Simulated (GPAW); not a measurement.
Hf:

```
Hf
1.0
     0.00000    2.22000    2.22000
     2.22000    0.00000    2.22000
     2.22000    2.22000    0.00000
Hf
1
Direct
  0.00000 0.00000 0.00000
```

This isn't the form of Hf at room conditions, which is hcp.

- Program: GPAW 26.7.0
- Task: single point
- Functional: PBE
- Potentials or basis: GPAW PAW data sets (gpaw-data 1.2.1)
- Cutoff: 600 eV
- Basis: pw
- k mesh: 10 × 10 × 10
- Occupations: fermi-dirac, width 0.05 eV
- Spin: no spin polarisation

On this cell: pressure 3.5 GPa; band gap on the k mesh none (metal or under the smearing width).

The same run follows on a disturbed copy (cell strained at random at fixed volume):

```
Hf
1.0
    -0.04347    2.20748    2.21336
     2.16276   -0.04267    2.21256
     2.17201    2.21592   -0.05192
Hf
1
Direct
  0.00193 0.98878 0.99658
```

Task: What does the disturbed cell give?

Result: The energy (extrapolated to zero smearing) moves by +8.8 meV/atom; pressure 3.6 GPa; band gap on the k mesh none (metal or under the smearing width).

Stress tensor (GPa, compression positive):
```
4.27 1.30 1.82
1.30 3.31 1.67
1.82 1.67 3.16
```
